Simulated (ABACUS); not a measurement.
Crystal: SnTe.

```
Te Sn
1.0
     0.00000    3.15085    3.15085
     3.15085    0.00000    3.15085
     3.15085    3.15085    0.00000
Te Sn
1 1
Cartesian
  3.1509 3.1509 3.1509
  0.0000 0.0000 0.0000
```

* Program: ABACUS 3.10.1
* Task: relaxation of cell and atoms
* Functional: PBE
* Potentials or basis: SG15 ONCV 1.2 PBE
* Cutoff: 1361 eV
* Density cutoff: 5442 eV
* Basis: DZP LCAO (the cutoffs set its grid)
* k mesh: 6 × 6 × 6
* Occupations: fermi-dirac, width 0.05 eV
* Spin: no spin polarisation

At the start: pressure 3.2 GPa; volume 31.28 Å³/atom.

Question: Where does the relaxation end?

Answer: Over 4 steps the energy falls by 21.6 meV/atom and the volume is 33.56 Å³/atom (+7.3 %); space group Fm-3m (No. 225, to 0.05 Å).

The path:
```csv
step,energy change (eV),largest force (eV/Å),pressure (GPa),volume (Å³)
1,0.0000,0.0000,3.20,62.56
2,-0.0152,0.0000,2.52,63.41
3,-0.0430,0.0000,0.18,66.84
4,-0.0431,0.0000,0.01,67.13
```

Final structure:
```cif
data_structure
_symmetry_space_group_name_H-M 'P 1'
_symmetry_Int_Tables_number 1
_cell_length_a 4.5618
_cell_length_b 4.5618
_cell_length_c 4.5618
_cell_angle_alpha 60.000
_cell_angle_beta 60.000
_cell_angle_gamma 60.000
_cell_volume 67.13
loop_
_atom_site_label
_atom_site_type_symbol
_atom_site_fract_x
_atom_site_fract_y
_atom_site_fract_z
_atom_site_occupancy
Te1 Te 0.50000 0.50000 0.50000 1
Sn1 Sn 0.00000 0.00000 0.00000 1
```

Caveat: the atomic orbitals were generated for these runs and aren't a published set; the basis of atomic orbitals isn't converged, which shifts pressures, moduli and gaps.
